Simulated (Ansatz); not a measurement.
# TePb (CsCl type): Wannier functions and tight-binding models

Aim: build maximally localised Wannier functions for TePb (CsCl type) from several sets of trial orbitals, and check spreads and centres, and how well the models interpolate the bands. Plan: PBE, anion s p, 4×4×4; PBE, anion s p, 6×6×6; PBE, anion p, 4×4×4; PBE, all s p, disentangled, 4×4×4 (level, trial orbitals, Wannier mesh).

Computed with Ansatz 0.2.0 (plane waves, PAW, unless a step's input says otherwise).

3 further runs of the same task are left out: 3 that didn't finish.

## (1) Starting point

It takes space group Pm-3m (No. 221, cubic). The conventional cell has a = 3.975 Å, b = 3.975 Å, c = 3.975 Å, α = 90.00°, β = 90.00°, γ = 90.00°. Around Pb (site symmetry m-3m) lie 8 Te at 3.44 Å. Te (site symmetry m-3m) has 8 Pb at 3.44 Å as nearest neighbours.

Coordinates:

```xyz
2
Lattice="3.9750 0.0000 0.0000 0.0000 3.9750 0.0000 0.0000 0.0000 3.9750" Properties=species:S:1:pos:R:3 pbc="T T T"
Pb    0.0000    0.0000    0.0000
Te    1.9875    1.9875    1.9875
```

Cell and atoms come from an earlier r2SCAN relaxation. No run includes spin-orbit coupling, which matters for Pb, Te.

## (2) PBE, anion s p, 4×4×4

File input.yaml:

```yaml
crystal:
  lattice:
    - [3.9750063982, 0.0, 0.0]
    - [0.0, 3.9750063982, 0.0]
    - [0.0, 0.0, 3.9750063982]
  atoms:
    - { symbol: Pb, position: [0.0, 0.0, 0.0] }
    - { symbol: Te, position: [0.5, 0.5, 0.5] }
kpoints:
  mp_grid: { grid: [6, 6, 6] }
  band_path:
    path:
      - [[0.0, 0.0, 0.0], [2.506546315366e-51, 0.5, -7.824994707478e-70], [0.5, 0.5, 2.422549489816e-35], [0.0, 0.0, 0.0], [0.5, 0.5, 0.5], [2.506546315366e-51, 0.5, -7.824994707478e-70]]
      - [[0.5, 0.5, 0.5], [0.5, 0.5, 2.422549489816e-35]]
    npoints: 10
hamiltonian:
  xc: pbe
scf:
  occupations: { method: fermi_dirac, width: 0.02 }
  n_extra_bands: 6
output:
  forces: false
  stress: false
  eigenvalues: true
  wannier:
    kmesh: [4, 4, 4]
    projections: [{ species: Pb, l: s, shell: 6 }, { species: Pb, l: p, shell: 6 }]
    minimise: true
    write_hr: true
    conv_tol: 1.0e-08
    max_iter: 3000
  write_density: true
  write_potential: true
  elf: true
  volumetric_format: npy
```

The run is started by

```sh
> ansatz run input.yaml --threads 4 --pin off --max-ram 3686MiB --backend cpu --events-out ev --progress --plain --runs-dir out
```

Further steps of the session: PBE, anion s p, 6×6×6; PBE, anion p, 4×4×4; PBE, all s p, disentangled, 4×4×4.

Before running them: what should the planned runs give, taken together? Wanted: total spread, PBE, anion s p, 4×4×4; total spread, PBE, anion s p, 6×6×6; total spread, PBE, anion p, 4×4×4; total spread, PBE, all s p, disentangled, 4×4×4; centres of the first set.

The runs gave:

| quantity | value |
| --- | --- |
| total spread, PBE, anion s p, 4×4×4 | 17.35 Å² over 4 functions |
| total spread, PBE, anion s p, 6×6×6 | 21.72 Å² over 4 functions |
| total spread, PBE, anion p, 4×4×4 | 15.69 Å² over 3 functions |
| total spread, PBE, all s p, disentangled, 4×4×4 | 15.68 Å² over 8 functions |
| centres of the first set | 0.75 to 0.77 Å from the nearest atom |

What this shows: With PBE, anion s p, 4×4×4 the 4 functions move off the atoms, with a mean spread of 4.34 Å²; 86 % of the total is gauge invariant. The total spread goes from 17.35 Å² on 4×4×4 to 21.72 Å² on 6×6×6: finite differences in k understate it on coarse meshes, while the largest miss of a band goes from 2.30 to 2.59 eV. The disentangled models miss some band by up to 0.4 eV, which may lie outside their frozen windows.
